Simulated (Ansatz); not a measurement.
# H interstitial in MoS2

All numbers below come from DFT PBE+D3(BJ), scalar-relativistic, plane waves, PAW (Ansatz). (420 eV cutoff, 2×2×2 k-mesh, shifted by half a step, Gaussian smearing of 0.01 eV, collinear spin in charge 0 alone)

Host crystal, relaxed:

```xyz
3
Lattice="3.1495 0.0000 0.0000 -1.5748 2.7276 0.0000 0.0000 0.0000 6.6475" Properties=species:S:1:pos:R:3 pbc="T T T"
Mo    0.0000    0.0000    0.0000
S     0.0000    1.8184    1.5668
S     0.0000    1.8184    5.0807
```

Supercell of 36 atoms, rows in host cell vectors: 2 2 -1; 0 -2 -1; -2 0 -1. Atoms relax at the host's cell from a start displaced at random by 0.06 Å near the defect, so other minima may exist. The cell is small, so energies carry finite-size errors of tenths of an eV. The host's Kohn–Sham gap is 1.20 eV.

Defect: H interstitial at (0.000, 0.000, 0.500) of the host cell, charge -1.

Q: Give the relaxed supercell.

A:
```
CELL_PARAMETERS angstrom
3.14953 5.45514 -6.64746
3.14953 -5.45514 -6.64746
-6.29905 0.00000 -6.64746
ATOMIC_POSITIONS crystal
Mo 0.67206 0.66919 0.66914
Mo 0.33790 0.32926 0.33498
Mo 0.50863 0.99613 0.50584
Mo 0.50387 0.49572 0.00157
Mo 0.00439 0.49691 0.49897
Mo 0.67204 0.16135 0.16643
Mo 0.33731 0.83030 0.83544
Mo 0.17085 0.16376 0.66778
Mo 0.83410 0.82394 0.32605
Mo 0.17031 0.66137 0.16700
Mo 0.83724 0.33080 0.83442
Mo 0.00308 0.99614 0.99987
S 0.42833 0.58623 0.75456
S 0.09292 0.25048 0.42242
S 0.26219 0.91856 0.58856
S 0.26016 0.41565 0.08904
S 0.75825 0.42086 0.58938
S 0.42711 0.08298 0.25829
S 0.09280 0.75087 0.92096
S 0.92586 0.08654 0.75403
S 0.59026 0.75191 0.42573
S 0.92674 0.57920 0.25287
S 0.59267 0.25132 0.92144
S 0.75747 0.91835 0.08287
S 0.24890 0.40941 0.57922
S 0.91420 0.06897 0.24899
S 0.07661 0.74421 0.41125
S 0.08194 0.24143 0.91410
S 0.58456 0.24293 0.41132
S 0.24708 0.90758 0.08097
S 0.91860 0.57479 0.74559
S 0.74497 0.91948 0.60683
S 0.41499 0.57515 0.24685
S 0.74917 0.40731 0.08025
S 0.41476 0.07614 0.74964
S 0.58118 0.74190 0.91657
H 0.68611 0.96472 0.75578
```
Around the defect: 1 S at 1.45 Å, 2 S at 2.41 Å, 1 S at 2.73 Å, 2 Mo at 3.08 Å, 1 S at 3.13 Å. The run ended with a moment of 0.00 μB (no spin polarisation).

This form isn't the usual stable structure of the compound.